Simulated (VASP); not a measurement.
Write the native input for VASP 6.6.1 that does the following.

```yaml
Task: single point
Functional: PBE
Potentials_or_basis: VASP PAW PBE potentials, release 64 (Ag, Cl)
Cutoff: 520 eV
k_mesh: 8 × 8 × 8
Occupations: gaussian, width 0.05 eV
Spin: no spin polarisation
Dipole_correction: no
Further_INCAR_settings: ALGO = Fast; EDIFF = 1e-07; NBANDS = 16
```

The structure of AgCl lies in POSCAR:

```
AgCl
1.0
    0.0000000000      2.6937819368      2.8060228508
    2.6937819368      0.0000000000      2.8060228508
    2.6937819368      2.6937819368      0.0000000000
Ag Cl
1 1
Direct
    0.4700640907      0.5299359093      0.5299359093
    0.0910897785     -0.0910897785     -0.0910897785
```

The cell isn't the ideal one: mode 4 frozen in at -0.511 Å, equal normal strain along x and y -0.0400.

One way to write it, as run:

INCAR

```
ALGO     = Fast           # electronic algorithm
EDIFF    = 1E-7           # SCF threshold, eV
ENCUT    = 520            # plane-wave cutoff, eV
GGA      = PE             # functional
ISIF     = 2              # what is computed and relaxed
ISMEAR   = 0              # smearing method
LASPH    = T              # aspherical terms in the spheres
LCHARG   = T              # write CHGCAR
LELF     = T              # ELF
LREAL    = F              # projectors in reciprocal space
LVHAR    = T            
LWAVE    = F              # write WAVECAR
NBANDS   = 16             # bands
NELM     = 60             # most SCF steps
PREC     = Accurate       # precision mode
SIGMA    = 0.05           # smearing width, eV
```

KPOINTS

```
k-points
0
Gamma
  8 8 8
```

Potentials or basis: VASP PAW PBE potentials, release 64 (Ag, Cl).

Run with:

```bash
$ cat potpaw_PBE.64/Ag/POTCAR potpaw_PBE.64/Cl/POTCAR > POTCAR
$ mpirun -np 1 vasp_std > vasp.out
```

It gave:

```
Pressure               : 19.9 GPa
Largest force          : 5.884 eV/Å
Band gap on the k mesh : 1.32 eV, indirect (least direct gap 1.68 eV)
```

Caveat: so large a pressure means that the cell lies far from this level's equilibrium, or that cutoff or potentials fall short; forces of over 1 eV/Å show positions far from the minimum, so gaps and moduli don't describe the material at rest.

It took 39 s on 1 thread of Intel(R) Xeon(R) Platinum 8488C (Sapphire Rapids) (shared host), peak memory 0.2 GiB.
